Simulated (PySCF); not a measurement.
## Sb in PySCF: convergence with density cutoff

Input of the first run (density cutoff 8 Ha); the others differ in this setting and in those tied to it:

The input run.py:

```python
import json
import numpy as np
from pyscf.pbc import gto, scf, dft, df

cell = gto.Cell()
cell.basis = 'DZVP-MOLOPT-SR-GTH-q5'
cell.pseudo = 'GTH-PBE-q5'
cell.fromfile('Sb.xyz')
cell.ke_cutoff = 8  # hartree
cell.exp_to_discard = 0.02
cell.precision = 1e-08
cell.max_memory = 2940  # MB
cell.verbose = 4
cell.build()

res = {}
kpts = cell.make_kpts([5, 5, 5])
mf = dft.KRKS(cell, kpts, xc='pbe')
mf = mf.multigrid_numint()
mf = mf.smearing(sigma=0.00183747, method='fermi')  # hartree
mf.conv_tol = 1e-07
mf.max_cycle = 60

mf.kernel()
res.update(converged=bool(mf.converged), e_tot=mf.e_tot, nelec=cell.nelectron, nao=cell.nao, mesh=list(map(int, cell.mesh)), a=cell.lattice_vectors().tolist(), coords=cell.atom_coords().tolist(),
           mo_energy=[np.real(x).tolist() for x in mf.mo_energy], mo_occ=[np.real(x).tolist() for x in mf.mo_occ])
res.update(e_free=mf.e_free, e_zero=mf.e_zero)
res.update(kpts=cell.get_scaled_kpts(kpts).tolist())
res['parts'] = {k: float(np.real(v)) for k, v in mf.scf_summary.items() if np.isscalar(v)}
json.dump(res, open('results.json', 'w'))
if not mf.converged:
    raise SystemExit('SCF not converged')

print('levels (eV)')
for i, kp in enumerate(res['kpts'][:40]):
    print('k %7.4f %7.4f %7.4f  ' % tuple(kp), ' '.join('%.3f' % (x * 27.211386) for x in res['mo_energy'][i][:10]))

# Mulliken populations
dm, s = np.asarray(mf.make_rdm1()), np.asarray(mf.get_ovlp())
sites = cell.aoslice_by_atom()[:, 2:]
tot = np.einsum('kij,kji->i', dm, s).real / len(kpts)
res['mulliken'] = [cell.atom_charge(i) - tot[a0:a1].sum() for i, (a0, a1) in enumerate(sites)]
print('Mulliken charges', np.round(res['mulliken'], 5))
res['meta_lowdin'] = mf.mulliken_meta()[1].tolist()

mf._numint = dft.numint.KNumInt()  # the gradient code works on the uniform mesh
g = mf.nuc_grad_method()
de = g.kernel()
res['gradient'] = de.tolist()
json.dump(res, open('results.json', 'w'))
cell.verbose = 3
sigma = g.get_stress()
print('stress (hartree/bohr^3)\n', sigma)
res['stress'] = sigma.tolist()
res['done'] = True
json.dump(res, open('results.json', 'w'))
```

Contents of Sb.xyz:

```xyz
2
Lattice="2.1542000000 1.2437279499 3.7580000000 -2.1542000000 1.2437279499 3.7580000000 0.0000000000 -2.4874558998 3.7580000000" Properties=species:S:1:pos:R:3 pbc="T T T"
Sb     0.0270761398     -0.0085381924      8.5964550640
Sb     0.0486784574      0.0408502445      2.6298333680
```

Potentials or basis: DZVP-MOLOPT-SR/GTH-PBE (potentials made for PBE).

The run is started by

```bash
$ OMP_NUM_THREADS=2 python -u run.py > log
```

The cell isn't the ideal one: atoms moved at random.

Hardware: 2 threads of AMD EPYC (Zen 3), on a shared host.

The values tried are 8 Ha, 12 Ha, 18 Ha, 25 Ha, 32 Ha, 40 Ha, 50 Ha, 62 Ha, loosest first. From which on does the pressure stay within 0.1 GPa of the tightest run that finished?

From 12 Ha on.

```csv
density cutoff,"energy less the tightest run, at zero smearing (meV/atom)",pressure (GPa),largest force (eV/Å),SCF cycles,CPU time (s),peak memory (GiB)
8 Ha,9.98,3.09,0.111,6,420,5.1
12 Ha,1.03,3.04,0.155,6,520,7.7
18 Ha,0.03,2.98,0.147,6,760,8.7
25 Ha,0.01,2.99,0.146,6,990,8.7
32 Ha,0.00,2.99,0.145,6,1200,8.7
40 Ha,timed out after 750 s,-,-,-,-,-
50 Ha,timed out after 750 s,-,-,-,-,-
62 Ha,timed out after 750 s,-,-,-,-,-
```

Against the tightest run, the energy stays within 1 meV/atom from 18 Ha on; the largest force stays within 0.005 eV/Å from 18 Ha on. The tightest run that finished is the yardstick and may itself not be fully converged.

Caveat, for the tightest run too: spin-orbit coupling is left out, which moves the levels of the heavy elements; an odd mesh through Γ misses points on the zone boundary, where band edges often lie; the basis of atomic orbitals isn't converged, which shifts pressures, moduli and gaps.
